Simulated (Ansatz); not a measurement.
# Effect of tensor shear ε_yz = +1.95 % on ZnTe

The reference is ZnTe in the zinc blende structure (space group F-43m, No. 216; a = 6.179 Å). Axes: x, y, z lie along the cube axes.

Modification: a pure shear with ε_yz = ε_zy = 0.0195, atoms relaxed at fixed cell.

Method: Ansatz (a quantum-chemistry and plane-wave program), PBE, PAW, cutoff 420 eV, without spin-orbit coupling. k-mesh 9×9×9 (Γ-centred); smearing 0.05 eV (Fermi–Dirac).

```csv
quantity,base,changed,shift
volume per atom,29.49 Å³,29.48 Å³,-0.01 Å³
space group,F-43m (No. 216),Imm2 (No. 44),–
shortest interatomic distance,2.676 Å,2.663 Å,-0.013 Å
energy relative to the base (free energy F),0 meV/atom,+4.2 meV/atom,+4.2 meV/atom
"pressure (mean of the normal stresses, compression positive)",0.00 GPa,0.03 GPa,+0.023 GPa
band gap,1.08 eV,0.95 eV,-0.13 eV
gap character,direct at Γ,direct at Γ,–
"valence-band top at Γ (three highest levels, from the VBM)","0.00, 0.00, 0.00 eV","0.00, -0.14, -0.23 eV",–
"valley order (the lowest conduction-band minima on the path, energy above the VBM, named in the base's zone)","Γ 1.08 eV; L along ⟨111⟩ 1.74 eV; a point along ⟨100⟩, about 0.9 Å⁻¹ from Γ 2.28 eV",Γ 0.95 eV; L along [1-11] 1.47 eV; L along [111] 1.76 eV; X along [100] 2.01 eV,–
largest internal atomic displacement,–,0.018 Å,–
"stress (xx, yy, zz, yz, xz, xy; compression positive)",–,"(0.00, 0.04, 0.04, -1.16, 0.00, 0.00) GPa",–
```

Cost of the whole job for the changed cell (relaxation, final SCF and bands): roughly 60 core-seconds.

With Te present, leaving out spin-orbit coupling can change the band edges. The cells carry an imposed strain or load. No phonon test of stability was made. k-point labels follow each cell's own Brillouin zone.
